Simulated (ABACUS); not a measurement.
Crystal: I.

```
I
1.0
     0.00000    2.36560    3.90984
     2.19225    0.00000    3.90984
     2.19225    2.36560    0.00000
I
1
Direct
  0.00000 0.00000 0.00000
```

- Program: ABACUS 3.10.1
- Task: relaxation of cell and atoms
- Functional: HCTH407
- Potentials or basis: SG15 ONCV 1.2 PBE
- Cutoff: 966 eV
- Density cutoff: 3864 eV
- Basis: plane waves
- k mesh: 7 × 7 × 7
- Occupations: fermi-dirac, width 0.05 eV
- Spin: no spin polarisation

At the start: pressure 3.0 GPa; volume 40.55 Å³/atom.

Question: How do energy, volume and symmetry change on relaxing?

Answer: Over 22 steps the energy falls by 125.1 meV/atom and the volume is 54.75 Å³/atom (+35.0 %); space group Fmmm (No. 69, to 0.05 Å).

The path:
```tsv
step	energy change (eV)	largest force (eV/Å)	pressure (GPa)	volume (Å³)
1	0.0000	0.0000	3.02	40.55
2	-0.0226	0.0000	2.21	41.90
3	-0.0704	0.0000	0.18	47.22
4	-0.0819	0.0000	-0.13	49.12
5	-0.0984	0.0000	-0.57	53.33
6	-0.1077	0.0000	-0.48	54.63
7	-0.1211	0.0000	-0.09	64.06
8	-0.1218	0.0000	0.02	64.68
9	-0.0809	0.0000	1.17	73.17
10	-0.1212	0.0000	-0.04	65.65
11	-0.1078	0.0000	-0.87	57.91
12	-0.1210	0.0000	-0.45	62.10
13	-0.1222	0.0000	-0.33	61.53
14	-0.1213	0.0000	-0.46	61.91
15	-0.1216	0.0000	-0.46	61.79
16	-0.1136	0.0000	0.06	52.18
17	-0.1236	0.0000	-0.27	57.60
18	-0.1244	0.0000	-0.23	56.46
19	-0.1083	0.0000	0.32	50.22
20	-0.1249	0.0000	-0.13	55.25
21	-0.1250	0.0000	-0.10	55.04
22	-0.1251	0.0000	-0.01	54.75
```

Final structure:
```xyz
1
Lattice="0.0000 2.3898 4.9350 2.3212 0.0000 4.9350 2.3212 2.3898 0.0000" Properties=species:S:1:pos:R:3 pbc="T T T"
I     0.0000    0.0000    0.0000
```

Caveat: the volume moved by over 15 % at a fixed basis, so the end points are rough; the potentials were made for another functional, which shifts forces and pressure; an odd number of electrons without spin polarisation forces a metal; a magnetic or distorted state may lie lower.
